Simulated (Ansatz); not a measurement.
# HgTe: pressure up to the limit of the methods

How does HgTe (wurtzite type) answer strong compression? The runs shown use PAW.

Computed with Ansatz 0.2.0 (DFT PBE, with the methods named in each step, unless a step's input says otherwise).

## 1. The system as given

It takes space group P6_3mc (No. 186, hexagonal). The conventional cell has a = 4.397 Å, b = 4.397 Å, c = 7.167 Å, α = 90.00°, β = 90.00°, γ = 120.00°. Around Hg (site symmetry 3m) lie 4 Te at 2.69 Å. Te (site symmetry 3m) is surrounded by 4 Hg at 2.69 Å.

Coordinates:

```xyz
4
Lattice="4.3970 0.0000 0.0000 -2.1985 3.8079 0.0000 0.0000 0.0000 7.1671" Properties=species:S:1:pos:R:3 pbc="T T T"
Hg    0.0000    2.5386    0.0000
Hg    2.1985    1.2693    3.5835
Te    0.0000    2.5386    2.6948
Te    2.1985    1.2693    6.2784
```

Whether this phase is the stable one at these pressures isn't tested.

Atoms are numbered in the order of the input: Hg1, Hg2, Te3, Te4.

## 2. Cell relaxed at zero pressure, PAW

File input.yaml:

```yaml
crystal:
  lattice:
    - [4.3969784454, 0.0, 0.0]
    - [-2.1984892227, 3.8078950336, 0.0]
    - [0.0, 0.0, 7.1670748659]
  atoms:
    - { symbol: Hg, position: [0.3333333333, 0.6666666667, 0.0] }
    - { symbol: Hg, position: [0.6666666667, 0.3333333333, 0.5] }
    - { symbol: Te, position: [0.3333333333, 0.6666666667, 0.376] }
    - { symbol: Te, position: [0.6666666667, 0.3333333333, 0.876] }
kpoints:
  mp_grid: { grid: [8, 8, 5] }
scf:
  occupations: { method: fermi_dirac, width: 0.05 }
hamiltonian:
  xc: pbe
  pseudopotentials: { kind: paw }
output:
  forces: true
  stress: true
relax:
  f_tol: 0.005
  max_steps: 40
  cell: {}
```

Run with:

```sh
$ ansatz run input.yaml --threads 1 --pin off --max-ram 3072MiB --backend cpu --events-out ev --progress --plain --runs-dir out
```

Further steps of the session: Volume scaled by 1, PAW; Shape and atoms relaxed at 0.94 of the volume, PAW; Volume scaled by 0.94, PAW; Shape and atoms relaxed at 0.88 of the volume, PAW; Volume scaled by 0.88, PAW; Volume scaled by 0.88, PAW (core large); Shape and atoms relaxed at 0.8 of the volume, PAW; Volume scaled by 0.8, PAW; Shape and atoms relaxed at 0.72 of the volume, PAW; Volume scaled by 0.72, PAW; Shape and atoms relaxed at 0.64 of the volume, PAW; Volume scaled by 0.64, PAW; Shape and atoms relaxed at 0.55 of the volume, PAW; Volume scaled by 0.55, PAW; Volume scaled by 0.55, PAW (source ansatz).

Before running it: what results should come out? Wanted: PAW pressure at 0.55 of the volume; fitted bulk modulus at zero pressure.

As calculated:

```
                                  quantity     value
        PAW pressure at 0.55 of the volume  34.0 GPa
fitted bulk modulus at zero pressure (PAW)  25.2 GPa
                   its pressure derivative      2.76
```

By PAW the pressure climbs to 34 GPa at 0.55 of the first volume. A third-order Birch-Murnaghan curve fits the range only roughly (B₀ = 25.2 GPa, B′ = 2.76, misfit at most 8.99 GPa). A fit over so wide a range leans to the high pressures, so B₀ can be off by several per cent. No all-electron run checks these rows here, and frozen cores can fail under such compression. The ions are at rest, and the electrons smeared by 0.05 eV. Spin-orbit coupling is left out, though the cell holds Hg; in elements this heavy it can shift bands and gaps by tenths of an eV.
